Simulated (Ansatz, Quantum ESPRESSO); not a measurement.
Given: the input of a run of Quantum ESPRESSO 7.5 on Na. Atoms were shifted at random by some hundredths of an Å from the given cell, which wasn't relaxed again for these runs. This isn't the form of Na at room conditions, which is bcc.

Contents of pw.in:

```
&CONTROL
  calculation = 'scf'
  prefix = 'pwscf'
  outdir = './tmp'
  pseudo_dir = './pseudo'
  tprnfor = .true.
  tstress = .true.
  disk_io = 'nowf'
/
&SYSTEM
  ibrav = 0
  nat = 4
  ntyp = 1
  ecutwfc = 45
  ecutrho = 360
  nbnd = 26
  occupations = 'smearing'
  smearing = 'fd'
  degauss = 0.00367493
/
&ELECTRONS
  conv_thr = 8d-10
  electron_maxstep = 120
  mixing_beta = 0.5
/
ATOMIC_SPECIES
Na    22.9898 na_pbesol_v1.5.uspp.F.UPF
CELL_PARAMETERS angstrom
   3.7003831212    0.0000000000    0.0000000000
  -1.8501915606    3.2046257867    0.0000000000
   0.0000000000    0.0000000000   12.5373215400
ATOMIC_POSITIONS crystal
Na     0.6768420000    0.3524780000    0.7532030000
Na     0.0055760000   -0.0011080000    0.4996050000
Na     0.3357360000    0.6779980000    0.2513620000
Na     0.0053630000   -0.0065800000    0.0013610000
K_POINTS automatic
8 8 3 0 0 0
```

Potentials or basis: GBRV 1.5 PBEsol.

Run with:

```sh
$ OMP_NUM_THREADS=1 mpirun -n 2 pw.x -nk 2 -in pw.in > pw.out
```

Task: Set up the same calculation for Ansatz 0.2.0. Potentials or basis there: all-electron LAPW, scalar-relativistic.

Result: As run (cutoffs and basis follow the program's own potentials, and thresholds, step limits or extra output files can differ):

Contents of input.yaml:

```yaml
crystal:
  lattice:
    - [3.7003831212, 0.0, 0.0]
    - [-1.8501915606, 3.2046257867, 0.0]
    - [0.0, 0.0, 12.53732154]
  atoms:
    - { symbol: Na, position: [0.676842, 0.352478, 0.753203] }
    - { symbol: Na, position: [0.005576, -0.001108, 0.499605] }
    - { symbol: Na, position: [0.335736, 0.677998, 0.251362] }
    - { symbol: Na, position: [0.005363, -0.00658, 0.001361] }
kpoints:
  mp_grid: { grid: [8, 8, 3] }
scf:
  occupations: { method: fermi_dirac, width: 0.05 }
hamiltonian:
  xc: pbesol
  pseudopotentials: { kind: all_electron, lapw: { basis_error: 0.001 } }
output:
  forces: true
  stress: true
  eigenvalues: true
  populations: true
```

Potentials or basis: all-electron LAPW, scalar-relativistic.

Command:

```console
$ ansatz run input.yaml --threads 2 --pin off --max-ram 8192MiB --backend cpu --events-out ev --progress --plain --runs-dir out
```

Both were run:

|  | Quantum ESPRESSO | Ansatz |
| --- | --- | --- |
| Pressure | -0.2 GPa | -0.1 GPa |

Where Ansatz's input types no cutoff or centring, it takes its own default and a Γ-centred mesh.

Pressure is positive in compression.
